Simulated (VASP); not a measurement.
# TaN (P-62m) in VASP: settings compared

Aim: see how the results for TaN move with the level of theory and the settings. Levels: LDA, optPBE-vdW, PBE. Tasks: core levels, band structure, optical spectrum.

All numbers are computed with VASP 6.6.1; they aren't measurements. Logs are shortened: lines on timing, memory, paths and dates and some standing lists are left out, and cuts for length are marked.

**1. The crystal as given**

It takes space group P-62m (No. 189, hexagonal). The conventional cell has a = 5.196 Å, b = 5.196 Å, c = 2.911 Å, α = 90.00°, β = 90.00°, γ = 120.00°. Ta (site symmetry -62m) is surrounded by 3 N at 2.04 Å. Ta (site symmetry -6) is surrounded by 6 N at 2.16 Å. Around N (site symmetry m2m) lie 5 Ta at 2.04 to 2.16 Å.

**2. Core levels, LDA**

Contents of INCAR:

```
PREC = Accurate
ENCUT = 520
EDIFF = 1E-6
ISMEAR = 0
SIGMA = 0.02
LREAL = F
LASPH = T
NELM = 80
ALGO = Fast
ISIF = 2
LWAVE = F
LCHARG = F
GGA = CA
ICORELEVEL = 1
```

Contents of KPOINTS:

```
Automatic mesh
0
Gamma
  6 6 9
```

Contents of POSCAR:

```
TaN
1.0
    5.1960000000      0.0000000000      0.0000000000
   -2.5980000000      4.4998679981      0.0000000000
    0.0000000000      0.0000000000      2.9110000000
Ta N
3 3
Direct
    0.0000000000      0.0000000000      0.0000000000
    0.6666666667      0.3333333333      0.5000000000
    0.3333333333      0.6666666667      0.5000000000
    0.0000000000      0.3928500000      0.0000000000
    0.6071500000      0.6071500000      0.0000000000
    0.3928500000      0.0000000000      0.0000000000
```

Potentials or basis: VASP PAW LDA potentials, release 64 (Ta_pv, N).

Started as:

```console
$ cat potpaw_LDA.64/Ta_pv/POTCAR potpaw_LDA.64/N/POTCAR > POTCAR
$ mpirun -np 1 vasp_std > vasp.out
```

OUTCAR:

```text
PREC = Accurate
   ENCUT = 520
   EDIFF = 1E-6
   ISMEAR = 0
   LREAL = F
   LASPH = T
   NELM = 80
   ISIF = 2
   GGA = CA

 ion  position               nearest neighbor table
   1  0.000  0.000  0.000-   6 2.04   5 2.04   4 2.04   3 3.33   2 3.33   2 3.33   3 3.33   2 3.33
                             2 3.33   3 3.33   3 3.33   2 3.33   2 3.33   3 3.33   3 3.33
   2  0.667  0.333  0.500-   4 2.16   4 2.16   6 2.16   6 2.16   5 2.16   5 2.16   3 3.00   3 3.00
                             3 3.00   1 3.33   1 3.33   1 3.33   1 3.33   1 3.33   1 3.33
   3  0.333  0.667  0.500-   6 2.16   6 2.16   4 2.16   4 2.16   5 2.16   5 2.16   2 3.00   2 3.00
                             2 3.00   1 3.33   1 3.33   1 3.33   1 3.33   1 3.33   1 3.33
   4  0.000  0.393  0.000-   1 2.04   2 2.16   2 2.16   3 2.16   3 2.16
   5  0.607  0.607  0.000-   1 2.04   3 2.16   3 2.16   2 2.16   2 2.16
   6  0.393  0.000  0.000-   1 2.04   3 2.16   3 2.16   2 2.16   2 2.16

  LATTYP: Found a hexagonal cell.
 ALAT       =     5.1960000000
 C/A-ratio  =     0.5602386451

  Lattice vectors:

 A1 = (   5.1960000000,   0.0000000000,   0.0000000000)
 A2 = (  -2.5980000000,   4.4998679981,   0.0000000000)
 A3 = (   0.0000000000,   0.0000000000,   2.9110000000)

Analysis of symmetry for initial positions (statically):
=====================================================================
 Subroutine PRICEL returns:
 Original cell was already a primitive cell.

 Routine SETGRP: Setting up the symmetry group for a
 hexagonal supercell.

 Subroutine GETGRP returns: Found 12 space group operations
 (whereof 12 operations were pure point group operations)
 out of a pool of 24 trial point group operations.

The static configuration has the point symmetry D_3h.

Analysis of symmetry for dynamics (positions and initial velocities):
=====================================================================
 Subroutine PRICEL returns:
 Original cell was already a primitive cell.

 Routine SETGRP: Setting up the symmetry group for a
 hexagonal supercell.

 Subroutine GETGRP returns: Found 12 space group operations
 (whereof 12 operations were pure point group operations)
 out of a pool of 24 trial point group operations.

The dynamic configuration has the point symmetry D_3h.

 Subroutine INISYM returns: Found 12 space group operations
 (whereof 12 operations are pure point group operations),
 and found     1 'primitive' translations

----------------------------------------------------------------------------------------

                                     Primitive cell

  volume of cell :      68.0630

  direct lattice vectors                    reciprocal lattice vectors
     5.196000000  0.000000000  0.000000000     0.192455735  0.111114371  0.000000000
    -2.598000000  4.499867998  0.000000000     0.000000000  0.222228741  0.000000000
     0.000000000  0.000000000  2.911000000     0.000000000  0.000000000  0.343524562

  length of vectors
     5.196000000  5.196000000  2.911000000     0.222228741  0.222228741  0.343524562

  position of ions in fractional coordinates (direct lattice)
     0.000000000  0.000000000  0.000000000
     0.666666667  0.333333333  0.500000000
     0.333333333  0.666666667  0.500000000
     0.000000000  0.392850000  0.000000000
     0.607150000  0.607150000  0.000000000
     0.392850000  0.000000000  0.000000000

  ion indices of the primitive-cell ions
   primitive index   ion index
                 1           1
                 2           2
                 3           3
                 4           4
                 5           5
                 6           6

----------------------------------------------------------------------------------------

 KPOINTS: Automatic mesh

Automatic generation of k-mesh.
 Grid dimensions read from file:
 generate k-points for:    6    6    9

 Generating k-lattice:

  Cartesian coordinates                     Fractional coordinates (reciprocal lattice)
     0.032075956  0.018519062  0.000000000     0.166666667  0.000000000  0.000000000
     0.000000000  0.037038124  0.000000000     0.000000000  0.166666667  0.000000000
     0.000000000  0.000000000  0.038169396     0.000000000  0.000000000  0.111111111

  Length of vectors
     0.037038124  0.037038124  0.038169396

  Shift w.r.t. Gamma in fractional coordinates (k-lattice)
     0.000000000  0.000000000  0.000000000

 Subroutine IBZKPT returns following result:
 ===========================================

 Found     35 irreducible k-points:

 Following reciprocal coordinates:
            Coordinates               Weight
  0.000000  0.000000  0.000000      1.000000
  0.166667  0.000000  0.000000      6.000000
  0.333333  0.000000  0.000000      6.000000
  0.500000  0.000000  0.000000      3.000000
  0.166667  0.166667  0.000000      6.000000
  0.333333  0.166667  0.000000     12.000000
[... 16 lines left out ...]
  0.166667  0.000000  0.333333     12.000000
  0.333333  0.000000  0.333333     12.000000
 [... further k-points ...]
   k-points           NKPTS =     35   k-points in BZ     NKDIM =     35   number of bands    NBANDS=     28
   number of dos      NEDOS =    301   number of ions     NIONS =      6
   total plane-waves  NPLWV =  38400
   dimension x,y,z NGX =    40 NGY =   40 NGZ =   24
   dimension x,y,z NGXF=    80 NGYF=   80 NGZF=   48
   ions per type =               3   3
   NGX,Y,Z   is equivalent  to a cutoff of  12.80, 12.80, 13.71 a.u.
   NGXF,Y,Z  is equivalent  to a cutoff of  25.60, 25.60, 27.41 a.u.
 SYSTEM =  unknown system
   PREC   = accura    normal or accurate (medium, high low for compatibility)
   ISTART =      0    job   : 0-new  1-cont  2-samecut
   ICHARG =      2    charge: 1-file 2-atom 10-const
   ISPIN  =      1    spin polarized calculation?
   LNONCOLLINEAR =      F non collinear calculations
   LSORBIT =      F    spin-orbit coupling
   LASPH  =      T    aspherical Exc in radial PAW
   ENCUT  =  520.0 eV  38.22 Ry    6.18 a.u.   9.66  9.66  5.41*2*pi/ulx,y,z
   NELM   =     80;   NELMIN=  2; NELMDL= -5     # of ELM steps
   EDIFF  = 0.1E-05   stopping-criterion for ELM
   LREAL  =      F    real-space projection
   EDIFFG = 0.1E-04   stopping-criterion for IOM
   NSW    =      0    number of steps for IOM
   IBRION =     -1    ionic relax: 0-MD 1-quasi-New 2-CG
   NFREE  =      0    steps in history (QN), initial steepest desc. (CG)
   ISIF   =      2    stress and relaxation
   ISYM   =      2    0-nonsym 1-usesym 2-fastsym
   POTIM  = 0.5000    time-step for ionic-motion
   TEBEG  =    0.0;   TEEND  =   0.0 temperature during run
   PSTRESS=    0.0 pullay stress
   NELECT =      48.0000    total number of electrons
   NUPDOWN=      -1.0000    fix difference up-down
   EMIN   =  10.00;   EMAX   =-10.00  energy-range for DOS
   EFERMI =   0.00;   METHOD = LEGACY
   ISMEAR =     0;   SIGMA  =   0.02  broadening in eV -4-tet -1-fermi 0-gaus
   EFERMI_NEDOS =   21; number of points for ismear=-14 and -15
   IALGO  =     68    algorithm
   IMIX   =      4    mixing-type and parameters
     AMIX     =   0.40;   BMIX     =  1.00
     AMIX_MAG =   1.60;   BMIX_MAG =  1.00
  volume/ion in A,a.u.               =      11.34        76.55
  Fermi-wavevector in a.u.,A,eV,Ry     =   1.457197  2.753703 28.890916  2.123422
  Thomas-Fermi vector in A             =   2.574026
   LORBIT       =      0    0 simple, 1 ext, 2 COOP (PROOUT), +10 PAW based schemes
   GGA     = CA    functional components
   LHFCALC =     F    Hartree Fock is set to
   AEXX    =    0.0000 exact exchange contribution
   IVDW    =     0    specifies the selected vdW correction
   LEPSILON=     F    determine dielectric tensor
   LRPA    =     F    only Hartree local field effects (RPA)
 non-spin polarized calculation
 RMM-DIIS sequential band-by-band and
 Gauss-broadening in eV      SIGMA  =   0.02
  energy-cutoff  :      520.00
  volume of cell :       68.06
 maximum number of plane-waves:      1847
 NGX is ok and might be reduce to    40
   NGX = 19   NGY = 19   NGZ = 11

 number of electron      48.0000002 magnetization

 Free energy of the ion-electron system (eV)
  ---------------------------------------------------
  ext. energy  EPLUGINS =         0.00000000
  ---------------------------------------------------
  free energy    TOTEN  =       -74.08830737 eV

  energy without entropy =      -74.08745650  energy(sigma->0) =      -74.08788193

 the core state eigenenergies are
   1-  1s -66871.0622  2s -11491.2319  2p -10084.0632  3s  -2623.6552  3p  -2204.1839
       3d  -1712.8619  4s   -523.9835  4p   -386.0369  4d   -208.9797  4f    -12.5120
       5s    -60.1536
   2-  1s -66871.6969  2s -11491.8834  2p -10084.7131  3s  -2624.3006  3p  -2204.8290
       3d  -1713.5094  4s   -524.6184  4p   -386.6707  4d   -209.6128  4f    -13.1407
       5s    -60.7632
   3-  1s -66871.6969  2s -11491.8834  2p -10084.7131  3s  -2624.3006  3p  -2204.8290
       3d  -1713.5094  4s   -524.6184  4p   -386.6707  4d   -209.6128  4f    -13.1407
       5s    -60.7632
   4-  1s   -365.9396
   5-  1s   -365.9396
   6-  1s   -365.9396

 E-fermi :   8.1790     XC(G=0): -13.2425

 val. band max:        8.1766505186   @ k =   0.1667   0.0000   0.2222
 cond. band min:       8.1835342523   @ k =   0.1667   0.0000   0.3333
 fundamental gap:      0.0068837338
 Fermi energy:         8.1790405392

 k-point     1 :       0.0000    0.0000    0.0000
  band No.  band energies     occupation
      1     -27.8453      2.00000
      2     -27.8453      2.00000
      3     -27.4897      2.00000
      4     -27.4897      2.00000
      5     -27.3160      2.00000
      6     -27.2059      2.00000
[... 20 lines left out ...]
     27       8.7170      0.00000
     28      10.0470      0.00000

 k-point     2 :       0.1667    0.0000    0.0000
  band No.  band energies     occupation
      1     -27.8687      2.00000
      2     -27.8382      2.00000
      3     -27.4695      2.00000
      4     -27.4589      2.00000
      5     -27.3091      2.00000
      6     -27.2122      2.00000
[... 20 lines left out ...]
     27       9.0586      0.00000
     28       9.2766      0.00000

 k-point     3 :       0.3333    0.0000    0.0000
  band No.  band energies     occupation
      1     -27.9080      2.00000
      2     -27.7920      2.00000
      3     -27.4887      2.00000
      4     -27.4034      2.00000
      5     -27.2915      2.00000
      6     -27.2287      2.00000
[... 20 lines left out ...]
     27       9.9793      0.00000
     28      10.1977      0.00000

 k-point     4 :       0.5000    0.0000    0.0000
  band No.  band energies     occupation
      1     -27.9252      2.00000
      2     -27.7358      2.00000
      3     -27.5500      2.00000
      4     -27.3770      2.00000
      5     -27.2775      2.00000
      6     -27.2421      2.00000
[... 20 lines left out ...]
     27      10.0864      0.00000
     28      10.6155      0.00000

 k-point     5 :       0.1667    0.1667    0.0000
  band No.  band energies     occupation
      1     -27.8885      2.00000
      2     -27.8194      2.00000
      3     -27.4791      2.00000
      4     -27.4138      2.00000
      5     -27.2966      2.00000
      6     -27.2238      2.00000
[... 20 lines left out ...]
     27       9.3361      0.00000
     28       9.6558      0.00000

 k-point     6 :       0.3333    0.1667    0.0000
  band No.  band energies     occupation
      1     -27.9041      2.00000
      2     -27.7557      2.00000
      3     -27.5639      2.00000
      4     -27.3735      2.00000
      5     -27.2777      2.00000
      6     -27.2418      2.00000
[... 20 lines left out ...]
     27       9.9043      0.00000
     28      10.4878      0.00000

 k-point     7 :       0.3333    0.3333    0.0000
  band No.  band energies     occupation
      1     -27.8898      2.00000
      2     -27.6803      2.00000
      3     -27.6803      2.00000
      4     -27.3594      2.00000
      5     -27.2596      2.00000
      6     -27.2596      2.00000
[... 20 lines left out ...]
     27       9.8636      0.00000
     28      10.1676      0.00000

 k-point     8 :       0.0000    0.0000    0.1111
  band No.  band energies     occupation
      1     -27.8280      2.00000
      2     -27.8280      2.00000
      3     -27.4712      2.00000
      4     -27.4712      2.00000
      5     -27.4238      2.00000
      6     -27.3022      2.00000
[... 20 lines left out ...]
     27       9.3464      0.00000
     28      10.5976      0.00000

 k-point     9 :       0.1667    0.0000    0.1111
  band No.  band energies     occupation
      1     -27.8498      2.00000
      2     -27.8200      2.00000
      3     -27.4548      2.00000
      4     -27.4425      2.00000
      5     -27.4188      2.00000
      6     -27.3093      2.00000
[... 20 lines left out ...]
     27       9.5992      0.00000
     28       9.8896      0.00000

------------------------ aborting loop because EDIFF is reached ----------------------------------------

  FORCE on cell =-STRESS in cart. coord.  units (eV):
  Direction    XX          YY          ZZ          XY          YZ          ZX
  --------------------------------------------------------------------------------------
  -------------------------------------------------------------------------------------
  Total       -3.1337642     -3.1337642     -4.3300873      0.0000000      0.0000000      0.0000000
  in kB      -73.7676202    -73.7676202   -101.9286119      0.0000000      0.0000000      0.0000000
  external PRESSURE =     -83.1546175 kB  Pullay stress =       0.0000000 kB

 VOLUME and BASIS-vectors are now :
 -----------------------------------------------------------------------------
  energy-cutoff  :      520.00
  volume of cell :       68.06
      direct lattice vectors                 reciprocal lattice vectors
     5.196000000  0.000000000  0.000000000     0.192455735  0.111114371  0.000000000
    -2.598000000  4.499867998  0.000000000     0.000000000  0.222228741  0.000000000
     0.000000000  0.000000000  2.911000000     0.000000000  0.000000000  0.343524562

 POSITION                                       TOTAL-FORCE (eV/Angst)
 -----------------------------------------------------------------------------------
      0.00000      0.00000      0.00000        -0.000000     -0.000000      0.000000
      2.59800      1.49996      1.45550        -0.000000     -0.000000      0.000000
     -0.00000      2.99991      1.45550         0.000000     -0.000000      0.000000
     -1.02062      1.76777      0.00000         0.017361     -0.030070      0.000000
      1.57738      2.73209      0.00000         0.017361      0.030070      0.000000
      2.04125      0.00000      0.00000        -0.034722     -0.000000      0.000000
 -----------------------------------------------------------------------------------
    total drift:                               -0.000002     -0.000003      0.000000

  FREE ENERGIE OF THE ION-ELECTRON SYSTEM (eV)
  ---------------------------------------------------
  free  energy   TOTEN  =       -74.0883073695 eV

  energy  without entropy=      -74.0874564958  energy(sigma->0) =      -74.08788193
```

It took 57 s on 1 thread of AMD EPYC 9R45 (Zen 5), shared host; peak memory 0.17 GiB.

Results:

| Item | Value |
| --- | --- |
| Free energy | -74.0883 eV |
| Pressure | -8.3 GPa |
| Largest force | 0.035 eV/Å |
| Band gap on the k mesh | none (metal or under the smearing width) |

Forces on the atoms (eV/Å):
```
Ta   0.000  0.000  0.000
Ta   0.000  0.000  0.000
Ta   0.000  0.000  0.000
N    0.017 -0.030  0.000
N    0.017  0.030  0.000
N   -0.035  0.000  0.000
```

Core levels (eV, on the scale of the bands):
| atom | levels |
| --- | --- |
| 1 Ta | 1s -66871.1, 2s -11491.2, 2p -10084.1, 3s -2623.7, 3p -2204.2, 3d -1712.9, 4s -524.0, 4p -386.0, 4d -209.0, 4f -12.5, 5s -60.2 |
| 2 Ta | 1s -66871.7, 2s -11491.9, 2p -10084.7, 3s -2624.3, 3p -2204.8, 3d -1713.5, 4s -524.6, 4p -386.7, 4d -209.6, 4f -13.1, 5s -60.8 |
| 3 Ta | 1s -66871.7, 2s -11491.9, 2p -10084.7, 3s -2624.3, 3p -2204.8, 3d -1713.5, 4s -524.6, 4p -386.7, 4d -209.6, 4f -13.1, 5s -60.8 |
| 4 N | 1s -365.9 |
| 5 N | 1s -365.9 |
| 6 N | 1s -365.9 |

Spin-orbit coupling is left out, which matters for the levels of Ta.

[end of part 1 of 2]
